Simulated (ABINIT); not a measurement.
TiB2:

```xyz
3
Lattice="3.0292 0.0000 0.0000 -1.5146 2.6234 0.0000 0.0000 0.0000 3.2284" Properties=species:S:1:pos:R:3 pbc="T T T"
Ti    0.0000    0.0000    0.0000
B     1.5146    0.8745    1.6142
B     0.0000    1.7489    1.6142
```

Base run:

* Program: ABINIT 10.8.3 (patched build)
* Functional: PBE
* Potentials or basis: Ansatz PAW PBE default generated set, frozen core
* Cutoff: 381 eV
* k mesh: 8 × 8 × 6
* Occupations: fermi-dirac, width 0.05 eV
* Spin: no spin polarisation

Its results: band gap on the k mesh none (metal or under the smearing width); pressure -0.5 GPa.

**Question.** After a change of settings the same cell gave: band gap on the k mesh none (metal or under the smearing width); pressure -0.1 GPa. Which change was it?
A. functional from PBE to RPBE; potentials or basis from Ansatz PAW PBE default generated set, frozen core to PseudoDojo NC SR PBE v0.5 stringent; cutoff from 381 eV to 1034 eV
B. functional from PBE to PBEsol; potentials or basis from Ansatz PAW PBE default generated set, frozen core to PseudoDojo NC SR PBEsol v0.4 stringent; cutoff from 381 eV to 1034 eV
C. potentials or basis from Ansatz PAW PBE default generated set, frozen core to PseudoDojo NC SR PBE v0.5 stringent; cutoff from 381 eV to 1034 eV

**Answer.** C.

Caveats: the atomic spheres overlap (some runs).

Not every run made on this cell is shown here.
